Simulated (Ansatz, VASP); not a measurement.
# Cu in VASP and in Ansatz

```xyz
2
Lattice="0.0000 2.0433 2.0433 2.0433 0.0000 2.0433 2.0433 2.0433 0.0000" Properties=species:S:1:pos:R:3 pbc="T T T"
Cu   -0.5108   -0.5108   -0.5108
Cu    0.5108    0.5108    0.5108
```

Change from the starting cell: volume scaled by 0.5, PAW files.

Alike in both runs: task single point; functional LDA; k mesh 15 × 15 × 15; occupations fermi-dirac, width 0.08 eV; no spin polarisation.

```csv
,VASP,Ansatz
version,VASP 6.6.1,Ansatz 0.2.0
potentials or method,"VASP PAW LDA potentials, release 64 (Cu)","PAW with Ansatz's default frozen-core files, scalar-relativistic"
plane-wave cutoff (eV),520,420
valence electrons in the cell,22,38
```

VASP gave:

| Item | Value |
| --- | --- |
| pressure (GPa) | 287.5 |

Problem. Estimate Ansatz's values.

Solution. Pressure (GPa): 279.9.

The two sets of potentials don't hold the same shells in valence.

Caveats: the cell as given lies far from equilibrium; so large a pressure means that the cell lies far from this level's equilibrium, or that cutoff or potentials fall short (VASP).
